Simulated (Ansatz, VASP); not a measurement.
## One calculation of Li, two programs

INCAR

```
ALGO = Normal
EDIFF = 1E-6
ENCUT = 520
GGA = PE
ISIF = 2
ISMEAR = 1
IVDW = 13
LASPH = True
LCHARG = False
LREAL = False
LWAVE = False
NBANDS = 8
NELM = 60
PREC = Accurate
SIGMA = 0.025
```

The input KPOINTS:

```
k-points
0
Gamma
  11 11 11
```

The input POSCAR:

```
Li
1.0
   -1.7546500000      1.7546500000      1.7546500000
    1.7546500000     -1.7546500000      1.7546500000
    1.7546500000      1.7546500000     -1.7546500000
Li
1
Direct
    0.0000000000      0.0000000000      0.0000000000
```

input.yaml

```yaml
crystal:
  lattice:
    - [-1.75465, 1.75465, 1.75465]
    - [1.75465, -1.75465, 1.75465]
    - [1.75465, 1.75465, -1.75465]
  atoms:
    - { symbol: Li, position: [0.0, 0.0, 0.0] }
hamiltonian:
  xc: pbe
  pseudopotentials: { kind: paw, source: ansatz }
  dispersion: d4
kpoints:
  mp_grid: { grid: [11, 11, 11] }
scf:
  occupations: { method: methfessel_paxton, width: 0.025 }
  n_extra_bands: 6
output:
  forces: true
  stress: true
  eigenvalues: true
  dos: { projected: true, de: 0.05, nscf_kmesh: { grid: [17, 17, 17] } }
```

Alike in both runs: functional PBE; dispersion D4; k mesh 11 × 11 × 11; occupations methfessel-paxton of order 1, width 0.025 eV; no spin polarisation.

```csv
,VASP,Ansatz
version,VASP 6.6.1,Ansatz 0.2.0
potentials or method,"VASP PAW PBE potentials, release 64 (Li_sv)",Ansatz PAW earlier set
plane-wave cutoff (eV),520,780
valence electrons in the cell,3,3
task,single point,projected density of states
```

```tsv
	VASP	Ansatz	Ansatz less VASP
gap on the k mesh at the Fermi level (eV)	none	none	-
dispersion energy (meV/atom)	-18.3	-18.3	-0.02
```

A gap of «none» marks a metal or a gap that the smearing closes.

Caveats: the density of states is complete only up to the lowest level of the last band computed (Ansatz).
